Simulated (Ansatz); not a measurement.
Runs of Ansatz 0.2.0 on NbAs. It takes space group I4_1md (No. 109, tetragonal). The conventional cell has a = 3.452 Å, b = 3.452 Å, c = 11.680 Å, α = 90.00°, β = 90.00°, γ = 90.00°. Nb (site symmetry 2mm) is surrounded by 6 As at 2.60 to 2.63 Å. As (site symmetry 2mm) is surrounded by 6 Nb at 2.60 to 2.63 Å. 

```csv
level,pressure (GPa),relaxed volume (Å³/atom)
revPBE+D4,0.0,17.23
revPBE+D3(BJ),0.0,(a)
PBE+D4,0.0,17.32
PBE+D3(BJ),0.0,17.10
```

Alike in all rows: task relaxation of cell and atoms; potentials or basis Ansatz PAW; no spin polarisation; cell relaxed; k mesh 11 × 11 × 11; cutoff (eV) 420; smearing fermi-dirac 0.05 eV.

**Question.** Fill in the values left out.

**Answer.** (a) 16.74.

Caveats: the plane-wave basis is chosen anew once the cell has moved, so the energies of steps on either side of that aren't comparable; the PAW data sets come from PBE, with cores solved anew for the run's functional, which leaves a small shift of forces and pressure (some runs).
